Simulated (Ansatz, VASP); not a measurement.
Cu: VASP beside Ansatz

The input INCAR:

```
SYSTEM = Cu
PREC = Accurate
ENCUT = 520
EDIFF = 1E-7
ISMEAR = -1
SIGMA = 0.1
LREAL = .False.
LASPH = .True.
NELM = 80
ALGO = Normal
ISIF = 2
LWAVE = .False.
LCHARG = .False.
GGA = PS
NBANDS = 12
```

Contents of KPOINTS:

```
regular mesh
0
Gamma
  14 14 14
  0 0 0
```

POSCAR

```
Cu
1.0
    0.0000000000      1.7320982783      1.7320982783
    1.7320982783      0.0000000000      1.7320982783
    1.7320982783      1.7320982783      0.0000000000
Cu
1
Direct
    0.0000000000      0.0000000000      0.0000000000
```

Input for Ansatz:

```yaml
crystal:
  lattice:
    - [0.0, 1.7320982783281966, 1.7320982783281966]
    - [1.7320982783281966, 0.0, 1.7320982783281966]
    - [1.7320982783281966, 1.7320982783281966, 0.0]
  atoms:
    - { symbol: Cu, position: [0.0, 0.0, 0.0] }
basis:
  ecutwfc: 500.0
kpoints:
  mp_grid:
    grid: [14, 14, 14]
hamiltonian:
  xc: pbesol
scf:
  occupations:
    method: fermi_dirac
    width: 0.1
output:
  stress: true
```

Alike in both runs: task single point; functional PBEsol; k mesh 14 × 14 × 14; occupations fermi-dirac, width 0.1 eV; no spin polarisation.

|  | VASP | Ansatz |
| --- | --- | --- |
| version | VASP 6.6.1 | Ansatz 0.2.0 |
| potentials or method | VASP PAW PBE potentials, release 64 (Cu) | plane waves, PAW |
| plane-wave cutoff (eV) | 520 | 500 |
| valence electrons in the cell | 11 | 19 |

|  | VASP | Ansatz | Ansatz less VASP |
| --- | --- | --- | --- |
| pressure (GPa) | 18.5 | 17.7 | -0.75 |

The two sets of potentials don't hold the same shells in valence.

Caveats: so large a pressure means that the cell lies far from this level's equilibrium, or that cutoff or potentials fall short (VASP); the potentials were made for another functional, which shifts forces and pressure (VASP).
